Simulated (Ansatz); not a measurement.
Write the native input for Ansatz 0.2.0 that does the following.

```
Task                : relaxation of cell and atoms
Functional          : revPBE
Dispersion          : D3(BJ)
Potentials or basis : all-electron LAPW, scalar-relativistic
Basis error allowed : 0.001 eV/atom
k mesh              : 10 × 10 × 10
Occupations         : fermi-dirac, width 0.05 eV
Spin                : no spin polarisation
```

ZrC:

```
Zr C
1.0
     0.00000    2.36500    2.36500
     2.36500    0.00000    2.36500
     2.36500    2.36500    0.00000
Zr C
1 1
Direct
  0.50000 0.50000 0.50000
  0.00000 0.00000 0.00000
```

One way to write it, as run:

input.yaml

```yaml
crystal:
  lattice:
    - [0.0, 2.365, 2.365]
    - [2.365, 0.0, 2.365]
    - [2.365, 2.365, 0.0]
  atoms:
    - { symbol: Zr, position: [0.5, 0.5, 0.5] }
    - { symbol: C, position: [0.0, 0.0, 0.0] }
kpoints:
  mp_grid: { grid: [10, 10, 10] }
scf:
  occupations: { method: fermi_dirac, width: 0.05 }
hamiltonian:
  xc: revpbe
  dispersion: d3bj
  pseudopotentials: { kind: all_electron, lapw: { basis_error: 0.001 } }
output:
  forces: true
  stress: true
relax:
  f_tol: 0.02
  max_steps: 60
  cell: {}
```

Potentials or basis: all-electron LAPW, scalar-relativistic.

The run is started by

```bash
$ ansatz run input.yaml --threads 1 --pin off --max-ram 3072MiB --backend cpu --events-out ev --progress --plain --runs-dir out
```

Results of the run:

| Item | Value |
| --- | --- |
| Relaxed volume | 12.63 Å³/atom |
| Relaxed cell | a = 3.294 Å, b = 3.294 Å, c = 3.294 Å, α = 60.00°, β = 60.00°, γ = 60.00° |
| Space group after relaxing (to 0.05 Å) | Fm-3m (No. 225) |
| Energy gained by relaxing | 19.1 meV/atom |
| Ionic steps | 5 |
| Pressure after relaxing | 0.0 GPa |

It took 22 s on 1 thread of Arm Neoverse V2, with other jobs on the host, peak memory 0.29 GiB.
